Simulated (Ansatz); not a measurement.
## Stack of 2H-WTe2 under honeycomb BAs, upper layer turned by 180° in a perpendicular field

What dipole does a perpendicular field induce in the stack of 2H-WTe2 under honeycomb BAs, upper layer turned by 180°, and does the gap follow? A positive field points along +c.

Program: Ansatz 0.2.0. Level of theory: plane-wave DFT, PBE-D3(BJ), Ansatz PAW. Results are calculated unless marked as measured.

### Step 1. The starting structure

The cell holds 5 atoms: 2 Te, 1 W, 1 As and 1 B. Its edges and angles: a = 3.470 Å, b = 3.470 Å, c = 45.234 Å, α = 90.0°, β = 90.0°, γ = 120.0°. Regions: layer 1: 2H-WTe2, 3 atoms (2 Te and 1 W); layer 2: honeycomb BAs, 2 atoms (1 As and 1 B). Vacuum lies along c.

### Step 2. Relaxing the slab

The starting cell is a guess, so the in-plane lattice and the atoms are relaxed first, with the slab cut off from its images along the normal.

input.yaml reads:

```yaml
crystal:
  lattice:
    - [3.47, 0.0, 0.0]
    - [-1.735, 3.0051081511, 0.0]
    - [0.0, 0.0, 45.2336318419]
  atoms:
    - { symbol: Te, position: [0.3333333333, 0.6666666667, 0.4211468154] }
    - { symbol: W, position: [0.0, 0.0, 0.4651807751] }
    - { symbol: Te, position: [0.3333333333, 0.6666666667, 0.5092147348] }
    - { symbol: As, position: [0.6666666667, 0.3333333333, 0.5788531846] }
    - { symbol: B, position: [0.0, 0.0, 0.5788531846] }
  periodic: [true, true, false]
kpoints:
  mp_grid: { grid: [12, 12, 1] }
hamiltonian:
  xc: pbe
  dispersion: d3bj
scf:
  occupations: { method: fermi_dirac, width: 0.05 }
  convergence: { dr2_threshold: 1.0e-09 }
relax:
  f_tol: 0.004
  max_steps: 90
  cell: {}
output:
  write_potential: true
  write_density: true
  volumetric_format: npy
```

The run is started by

```bash
$ ansatz run input.yaml --threads 2 --pin off --max-ram 4096MiB --backend cpu --events-out ev --progress --plain --runs-dir out
```

Numbers of over 12 decimals in the logs are rounded to 6 here.

Output:

```text
Warning: relax.cell: scf.convergence.dr2_threshold = 1e-9 eV is looser than the 1.70322154731e-10 eV advised for a relaxation that steers and ends on the stress (1e-10 eV for each atom of the cell: 5, times the square of relax.cell.stress_2d_tol = 0.05 N/m over 17.1 Å (the atoms' height at the walk's start and 5 Å past either face), 2.918e-2 GPa, over a crystal's default 0.05). What an SCF threshold leaves in a stress goes as its square root, and in the free energy as the threshold itself, and one threshold admits the most on a small cell: [figures from the program's tests cut] Set scf.convergence.dr2_threshold to 1.70322154731e-10 eV or tighter. [rest of the remark cut]
Engine: ansatz 0.2.0, aarch64-unknown-linux-gnu
Pseudopotentials: kind: paw
Pseudopotential: Te, paw, valence charge 16, recommended cutoff 420 eV (normal), Te.paw.azcp
Pseudopotential: W, paw, valence charge 14, recommended cutoff 420 eV (normal), W.paw.azcp
Pseudopotential: As, paw, valence charge 15, recommended cutoff 420 eV (normal), As.paw.azcp
Pseudopotential: B, paw, valence charge 3, recommended cutoff 420 eV (normal), B.paw.azcp
Functional definition: PBE
  parameter kappa = 0.804
  parameter beta = 0.066725
  exchange = pbe_x(kappa = kappa, mu = beta*pi^2/3)
  correlation = pbe_c(beta = beta)
Crystal: 5 atoms, lattice volume = 471.684 Å³
Basis set: ecut = 420 eV, 9181 PW (Γ), exchange–correlation on 48×48×640 points (8 copies of the dense FFT grid, shifted against one another)
Bands: 39, of which v1, the nominal top of the filled ones, is band 32 counted from 1 (31 counted from 0)
Symmetry: 6 space group operations
Space group: P3m1 (ITA 156), of the structure as read, at distance tolerance 7.8e-5 Å
k-points: 19 of 144 (time reversal used)
Non-local potential: Te, projectors of the file, l = 0: 2, l = 1: 2, l = 2: 2, l = 3: 2
Non-local potential: W, projectors of the file, l = 0: 3, l = 1: 2, l = 2: 2, l = 3: 1
Non-local potential: As, projectors of the file, l = 0: 2, l = 1: 2, l = 2: 3, l = 3: 1
Non-local potential: B, projectors of the file, l = 0: 2, l = 1: 2, l = 2: 1
PAW form: soft (Blöchl's): semilocal exchange-correlation on the pseudo side does not see the compensation charge
PAW one-centre angular grid: Te, 590 points (default); XC on 64 Gauss nodes
PAW one-centre angular grid: W, 590 points (default); XC on 64 Gauss nodes
PAW one-centre angular grid: As, 590 points (default); XC on 64 Gauss nodes
PAW one-centre angular grid: B, 110 points (default); XC on 64 Gauss nodes
Initial density: superposition of atomic densities (neutral atoms: chi_scale 0, normalization atom), corrected by the library's trained network
Initial wavefunctions: pseudopotential atomic-orbital guess
Functional: x = pbe(κ = 0.804, μ = 0.219515), c = pbe(β = 0.066725)
SCF iter   1: F=—  HF=-29357.614882 eV  |F-HF|=—  |Δ(HF+E_count)|=         —  Δρ=2.80e-3  dr2=6.48e-1  ethr=1.77e-3  ⟨swp⟩=15.7  Hψ=5034  notcnv=0
preconditioner: auto → Resta (q_TF=auto, 1.956 Å⁻¹)  ε∞=2.2  [insulator: Δε(μ)=0.518 eV  Ē_g=7.818 eV  σ=0.050 eV  W_gap=0.99  n_scr=28 (ndim 8)  ℏωp=8.7 eV  f_vac=0.750  D(μ)=0.01/eV (n_scr^D=0)  ε∞_Penn≈2.2  vacuum switching on, ρ_ref=4.4e-3 e/Å³]
SCF iter   2: F=—  HF=-29357.991011 eV  |F-HF|=—  |Δ(HF+E_count)|=   3.76e-1  Δρ=8.57e-3  dr2=1.40e1  ethr=1.01e-3  ⟨swp⟩=4.6  Hψ=1418  notcnv=0  defer=28  recentre
preconditioner: auto → LDOS  [metal: Δε(μ)=0.079 eV  Ē_g=7.851 eV  σ=0.050 eV  W_gap=0.35  n_scr=28 (ndim 8)  ℏωp=8.7 eV  f_vac=0.750  D(μ)=2.06/eV (n_scr^D=12)  β→1.0]
SCF iter   3: F=—  HF=-29357.593756 eV  |F-HF|=—  |Δ(HF+E_count)|=   3.97e-1  Δρ=2.01e-3  dr2=3.62e-1  ethr=1.01e-3  ⟨swp⟩=4.5  Hψ=1383  notcnv=0  defer=24
SCF iter   4: F=—  HF=-29357.571111 eV  |F-HF|=—  |Δ(HF+E_count)|=   2.26e-2  Δρ=1.24e-3  dr2=9.43e-2  ethr=5.66e-4  ⟨swp⟩=2.6  Hψ=1162  notcnv=0  defer=25
SCF iter   5: F=—  HF=-29357.566521 eV  |F-HF|=—  |Δ(HF+E_count)|=   4.59e-3  Δρ=4.49e-4  dr2=1.00e-2  ethr=1.47e-4  ⟨swp⟩=3.3  Hψ=1080  notcnv=0  defer=26
SCF iter   6: F=—  HF=-29357.566036 eV  |F-HF|=—  |Δ(HF+E_count)|=   4.85e-4  Δρ=2.21e-4  dr2=1.80e-3  ethr=1.57e-5  ⟨swp⟩=2.0  Hψ=1095  notcnv=0  defer=26
SCF iter   7: F=—  HF=-29357.566023 eV  |F-HF|=—  |Δ(HF+E_count)|=   1.33e-5  Δρ=1.75e-4  dr2=1.29e-3  ethr=2.81e-6  ⟨swp⟩=2.9  Hψ=952  notcnv=0  defer=26
SCF iter   8: F=—  HF=-29357.565954 eV  |F-HF|=—  |Δ(HF+E_count)|=   6.85e-5  Δρ=6.52e-5  dr2=3.11e-4  ethr=2.02e-6  ⟨swp⟩=2.4  Hψ=902  notcnv=0  defer=26
SCF iter   9: F=—  HF=-29357.565933 eV  |F-HF|=—  |Δ(HF+E_count)|=   2.11e-5  Δρ=2.26e-5  dr2=5.73e-6  ethr=4.85e-7  ⟨swp⟩=2.3  Hψ=955  notcnv=0  defer=26
SCF iter  10: F=—  HF=-29357.565983 eV  |F-HF|=—  |Δ(HF+E_count)|=   4.94e-5  Δρ=8.26e-6  dr2=1.65e-6  ethr=8.96e-9  ⟨swp⟩=3.4  Hψ=1360  notcnv=0  defer=26
SCF iter  11: F=—  HF=-29357.565983 eV  |F-HF|=—  |Δ(HF+E_count)|=   3.99e-7  Δρ=3.50e-6  dr2=1.00e-7  ethr=2.59e-9  ⟨swp⟩=2.3  Hψ=963  notcnv=0  defer=26
SCF iter  12: F=—  HF=-29357.565983 eV  |F-HF|=—  |Δ(HF+E_count)|=   1.26e-7  Δρ=1.35e-6  dr2=1.19e-8  ethr=1.57e-10  ⟨swp⟩=3.2  Hψ=1285  notcnv=0  defer=26
SCF iter  13: F=—  HF=-29357.565983 eV  |F-HF|=—  |Δ(HF+E_count)|=   2.59e-8  Δρ=6.10e-7  dr2=1.21e-8  ethr=1.86e-11  ⟨swp⟩=3.2  Hψ=1492  notcnv=0  defer=26
SCF iter  14: F=—  HF=-29357.565983 eV  |F-HF|=—  |Δ(HF+E_count)|=   1.10e-9  Δρ=2.35e-7  dr2=1.67e-9  ethr=1.86e-11  ⟨swp⟩=2.8  Hψ=931  notcnv=0  defer=26
SCF iter  15: F=-29357.565983 eV  HF=-29357.565983 eV  |F-HF|=1.92e-9  |Δ(HF+E_count)|=  7.24e-10  Δρ=8.14e-8  dr2=4.19e-11  ethr=1.56e-12  ⟨swp⟩=12.3  Hψ=5345  notcnv=0
SCF 1 converged in 15 iterations: F = -29357.565983 eV  dr2 = 4.19e-11
  greatest PAW one-centre occupation: 1.000 electrons in one spin orbital (limit 2), on the W atom at site 1 (counted from 0), in its partial waves of l = 0
relax step   1: F+E_penalty+E_count = -29357.56598333 eV  Δ(F+E_penalty+E_count) = +0.000e0 eV  max|allowed force component| = 1.944e0 eV/Å  Δτ_max = 0.0000 Å  P = -6.757 N/m  Ω = 471.684 Å³  fix = [c, alpha, beta]  reactions: c -0.000 N/m  (15 SCF iters, accepted)
Crystal: 5 atoms, lattice volume = 466.399 Å³
Basis set: ecut = 420 eV, 9067 PW (Γ), exchange–correlation on 48×48×640 points (8 copies of the dense FFT grid, shifted against one another)
Initial density: handed on by an earlier stage of this run
Initial wavefunctions: those handed on with the density
iter 1 solved again at ethr=5.43e-4 eV; its pass at ethr=3.10e-3 eV (dr2=3.47e-1 eV) is discarded
SCF iter   1: F=—  HF=-29357.921639 eV  |F-HF|=—  |Δ(HF+E_count)|=         —  Δρ=5.89e-3  dr2=3.52e-1  ethr=5.43e-4  ⟨swp⟩=2.3  Hψ=5380  notcnv=0
[...]
SCF iter  10: F=—  HF=-29357.895263 eV  |F-HF|=—  |Δ(HF+E_count)|=   8.57e-8  Δρ=1.11e-6  dr2=4.50e-9  ethr=5.28e-11  ⟨swp⟩=2.9  Hψ=1248  notcnv=0  defer=26
SCF iter  11: F=-29357.895263 eV  HF=-29357.895263 eV  |F-HF|=3.96e-9  |Δ(HF+E_count)|=   1.92e-8  Δρ=2.34e-7  dr2=2.46e-10  ethr=1.56e-12  ⟨swp⟩=13.1  Hψ=5903  notcnv=0
SCF 3 converged in 11 iterations: F = -29357.895263 eV  dr2 = 2.46e-10
relax step   3: F+E_penalty+E_count = -29357.89526282 eV  Δ(F+E_penalty+E_count) = -2.551e-2 eV  max|allowed force component| = 2.150e-1 eV/Å  Δτ_max = 0.1942 Å  P = -0.376 N/m  Ω = 460.400 Å³  energy of the carried Pulay correction = +7.870e-4 eV  fix = [c, alpha, beta]  reactions: c -0.000 N/m  (11 SCF iters, accepted)
[...]
relax step   4: F+E_penalty+E_count = -29357.90430515 eV  Δ(F+E_penalty+E_count) = -9.042e-3 eV  max|allowed force component| = 1.086e-1 eV/Å  Δτ_max = 0.1525 Å  P = +0.020 N/m  Ω = 460.091 Å³  energy of the carried Pulay correction = +8.088e-4 eV  fix = [c, alpha, beta]  reactions: c +0.000 N/m  (11 SCF iters, accepted)
[...]
relax step   5: F+E_penalty+E_count = -29357.90571201 eV  Δ(F+E_penalty+E_count) = -1.407e-3 eV  max|allowed force component| = 5.187e-2 eV/Å  Δτ_max = 0.0474 Å  P = -0.005 N/m  Ω = 461.107 Å³  energy of the carried Pulay correction = +7.371e-4 eV  fix = [c, alpha, beta]  reactions: c -0.000 N/m  (10 SCF iters, accepted)
[...]
relax step   6: F+E_penalty+E_count = -29357.90612540 eV  Δ(F+E_penalty+E_count) = -4.134e-4 eV  max|allowed force component| = 1.716e-2 eV/Å  Δτ_max = 0.0124 Å  P = +0.011 N/m  Ω = 460.737 Å³  energy of the carried Pulay correction = +7.632e-4 eV  fix = [c, alpha, beta]  reactions: c +0.000 N/m  (9 SCF iters, accepted)
[...]
relax step   7: F+E_penalty+E_count = -29357.90623585 eV  Δ(F+E_penalty+E_count) = -1.105e-4 eV  max|allowed force component| = 1.960e-3 eV/Å  Δτ_max = 0.0077 Å  P = +0.002 N/m  Ω = 460.743 Å³  energy of the carried Pulay correction = +7.628e-4 eV  fix = [c, alpha, beta]  reactions: c +0.000 N/m  (8 SCF iters, accepted)
Initial wavefunctions: pseudopotential atomic-orbital guess (no wavefunctions were taken with the density)
iter 1 solved again at ethr=3.60e-7 eV; its pass at ethr=3.10e-3 eV (dr2=2.30e-4 eV) is discarded
SCF iter   1: F=—  HF=-29357.905507 eV  |F-HF|=—  |Δ(HF+E_count)|=         —  Δρ=1.77e-5  dr2=1.90e-7  ethr=3.60e-7  ⟨swp⟩=6.4  Hψ=8258  notcnv=0
eigensolver tolerance schedule: the retry pair's looser diagonalisation over-reported the residual by 1212.33 of it (diagonalisation noise at 0.16 of the residual, at the tolerance the schedule requests for it); recorded, not acted on — ethr = c·dr2/N_el stays at c = 1.0e-1
preconditioner: auto → LDOS  [insulator: Δε(μ)=0.157 eV  Ē_g=8.246 eV  σ=0.050 eV  W_gap=0.66  n_scr=28 (ndim 8)  ℏωp=8.8 eV  f_vac=0.749  D(μ)=0.17/eV (n_scr^D=2)  ε∞_Penn≈2.1  β→1.0]
SCF iter   2: F=—  HF=-29357.905480 eV  |F-HF|=—  |Δ(HF+E_count)|=   2.76e-5  Δρ=3.74e-6  dr2=1.18e-7  ethr=2.97e-10  ⟨swp⟩=5.3  Hψ=2404  notcnv=0
SCF iter   3: F=—  HF=-29357.905480 eV  |F-HF|=—  |Δ(HF+E_count)|=   1.49e-8  Δρ=3.90e-6  dr2=2.99e-7  ethr=1.85e-10  ⟨swp⟩=2.9  Hψ=1455  notcnv=0
SCF iter   4: F=—  HF=-29357.905480 eV  |F-HF|=—  |Δ(HF+E_count)|=   3.09e-8  Δρ=1.17e-6  dr2=1.41e-8  ethr=1.85e-10  ⟨swp⟩=3.0  Hψ=1109  notcnv=0
SCF iter   5: F=—  HF=-29357.905480 eV  |F-HF|=—  |Δ(HF+E_count)|=   4.74e-9  Δρ=4.03e-7  dr2=2.87e-9  ethr=2.21e-11  ⟨swp⟩=3.0  Hψ=1313  notcnv=0
SCF iter   6: F=-29357.905480 eV  HF=-29357.905480 eV  |F-HF|=1.46e-10  |Δ(HF+E_count)|=  5.09e-11  Δρ=1.55e-7  dr2=3.15e-10  ethr=1.56e-12  ⟨swp⟩=15.7  Hψ=7321  notcnv=0
SCF 8 converged in 6 iterations: F = -29357.905480 eV  dr2 = 3.15e-10
relax step   8: F+E_penalty+E_count = -29357.90547979 eV  Δ(F+E_penalty+E_count) = +7.561e-4 eV  max|allowed force component| = 1.958e-3 eV/Å  Δτ_max = 0.0000 Å  P = -0.002 N/m  Ω = 460.743 Å³  fix = [c, alpha, beta]  reactions: c -0.000 N/m  stress off target by 1.64e-3 N/m on what of the cell is left free  SCF on the basis re-selected at this cell (its energy is not comparable with the rows above)  (6 SCF iters)
basis re-selected at this cell: Δ(F+E_penalty+E_count) = +7.561e-4 eV, ΔP = -0.003 N/m vs the last step (what re-selecting the basis moved, of the pressure what is left beyond the Pulay correction that the steps carried, after the strain that the cell walked since its last selection, with what the two solves' SCF thresholds leave and, on support functions, any second-order correction that the steps lacked; it is no m [...]
WARN: The output density's exchange-correlation potential varies sharply where the density is thin. Do not read a vacuum level from v_tot or v_xc, or from such a field of the output density. On a cell that repeats whose density bears no net charge and no dipole along the vacuum's axis use v_es (v_loc + v_h of the components); under efield.dipole_correction with no amplitude use v_es + v_field, which holds any externa [...]
SCF converged after 6 iterations
Free energy (F): -29357.905480 eV
Harris-Foulkes:  -29357.905480 eV  (|F-HF|=1.46e-10)
Internal energy: -29357.904055 eV  (E = F + TS)
E sigma→0 (E₀):  -29357.904767 eV
Entropy (-TS):   -0.001425 eV (-0.285 meV/atom)
Fermi energy:    -4.404504 eV
--- Per-component energies (eV) ---
  E_band       = -1896.878772
  E_kinetic    = 963.525949
  E_local      = -301622.783330  (includes V_loc(G=0)·N_el)
  E_nonlocal   = -1275.882614
  E_hartree    = 150630.941094
  E_xc         = -626.189604
  E_vxc        = -563.778102  (∫ρ·V_xc dr)
  E_paw        = -19803.723114  (= ΣΔE_a)
  E_vpaw       = -659.841465  (= ΣTr[D̂ρ^β])
  E_aug_tail   = -0.000410  (compensation charges beyond the density's cutoff)
  E_ewald      = 142377.989434
  E_disp       = -1.781459  (pairwise vdW)
  E_smearing   = -0.001425  (= −TS)
  E_closure    = 0.000000  (closes the sum)
  Σ components = -29357.905480   (vs F -29357.905480, Δ=0.00e0)
--- Forces (eV/Å), atoms counted from 1 ---
  atom   1  Te    -0.00000000     0.00000000    -0.00036010
  atom   2  W      0.00000000    -0.00000000     0.00195833
  atom   3  Te    -0.00000000     0.00000000    -0.00095720
  atom   4  As    -0.00000000     0.00000000    -0.00099387
  atom   5  B      0.00000000    -0.00000000     0.00035289
  max |Σ_I F_I| component: 3.90e-8 eV/Å
--- 2D stress c σ (N/m, compression-positive) ---
       -0.001645       0.000000      -0.000000
        0.000000      -0.001645      -0.000000
       -0.000000      -0.000000      -0.000000
  P = ½ c Tr σ = -0.0016 N/m
--- Band table (eV; the first three rows and the last of 19) ---
  k-point 0: bands = [... 28 lower, -6.1678, -5.3484, -5.2221, -5.2221, -1.7837, -1.1452, -1.1452, -0.9055, ... 3 higher]
  k-point 1: bands = [... 28 lower, -6.0714, -5.3819, -5.3623, -5.2486, -1.6233, -1.5601, -1.4608, -1.1313, ... 3 higher]
  k-point 2: bands = [... 28 lower, -5.8025, -5.7664, -5.5916, -5.3679, -2.5412, -2.0592, -1.6312, -1.6134, ... 3 higher]
  k-point 18: bands = [... 28 lower, -7.7889, -6.7049, -5.2860, -4.4855, -4.3282, -3.0828, -2.6482, -1.5799, ... 3 higher]
  the weakly bound empty levels are not read free of the cell's end (no_gap_told)
--- Relaxed structure (7 steps of the walk, 7 accepted, 1 SCFs on fresh bases) ---
  F+E_penalty+E_count = -29357.90547979 eV   max|allowed force component| = 1.958e-3 eV/Å   (the final SCF, on the basis selected at the relaxed cell)
  cell:  # Å, volume = 460.7432 Å³
    - [3.429521, 0, 0]
    - [-1.714760, 2.970052, 0]
    - [0, 0, 45.2336318419]
  atoms:
    - { symbol: Te, position: [0.333333, 0.666667, 0.422836] }
    - { symbol: W, position: [-1.6060182923067222e-17, -2.3684757860264108e-17, 0.463878] }
    - { symbol: Te, position: [0.333333, 0.666667, 0.504938] }
    - { symbol: As, position: [0.666667, 0.333333, 0.580249] }
    - { symbol: B, position: [-1.2396075843250171e-17, -2.3684757860263984e-17, 0.581348] }
```

It took 3.1 min on 2 threads of Arm Neoverse V1, shared host; peak memory 0.82 GiB.

Relaxation path:

```csv
step,energy less that of the first step (eV),largest force component (eV/Å),volume (Å³)
1,0.0000,1.9443,471.68
2,-0.3038,0.6624,466.40
3,-0.3293,0.2150,460.40
4,-0.3383,0.1086,460.09
5,-0.3397,0.0519,461.11
6,-0.3401,0.0172,460.74
7,-0.3403,0.0020,460.74
8*,-0.3395,0.0020,460.74
```

Relaxation steps marked * repeat the geometry before them on a plane-wave basis chosen anew for their cell, so energy and pressure can jump there.

The run keeps the 6 symmetry operations that it works with, so distortions that break them were not tested.

```csv
cell as run,before,after,change
a (Å),3.470,3.430,-1.2 %
b (Å),3.470,3.430,-1.2 %
```

The atoms that moved most (Å, along periodic axes as changes of fractional coordinates times the final cell, across vacuum about the mean position):

```csv
atom,dx,dy,dz,length
Te3,0.000,0.000,-0.193,0.193
B5,0.000,0.000,0.113,0.113
Te1,0.000,0.000,0.076,0.076
As4,0.000,0.000,0.063,0.063
W2,0.000,0.000,-0.059,0.059
```

The relaxed structure:

```cif
data_structure
_symmetry_space_group_name_H-M 'P 1'
_symmetry_Int_Tables_number 1
_cell_length_a 3.4295
_cell_length_b 3.4295
_cell_length_c 45.2336
_cell_angle_alpha 90.000
_cell_angle_beta 90.000
_cell_angle_gamma 120.000
_cell_volume 460.74
loop_
_atom_site_label
_atom_site_type_symbol
_atom_site_fract_x
_atom_site_fract_y
_atom_site_fract_z
_atom_site_occupancy
Te1 Te 0.33333 0.66667 0.42284 1
W2 W 0.00000 0.00000 0.46388 1
Te3 Te 0.33333 0.66667 0.50494 1
As4 As 0.66667 0.33333 0.58025 1
B5 B 0.00000 0.00000 0.58135 1
```

This step gave:

| Property | Result |
| --- | --- |
| energy at zero smearing | -29357.9048 eV |

The lattice constant a goes from 3.470 to 3.430 Å.

(Part 1 of 2 ends here.)

[Logs are printed without paths, hosts, clocks, repeated set-up lines and the standing remarks that a program may print on its own settings, such as how far it seeks lower states.]

[Hosts, paths, dates, database ids (printed as entryN), source tags and the programs' standing remarks are cut or masked in the printed files.]

[Maps of the electrostatic potential energy from Ansatz leave out the sawtooth potential of an applied field or a dipole correction, so their vacuum need not be flat; planar profiles and work functions include it.]
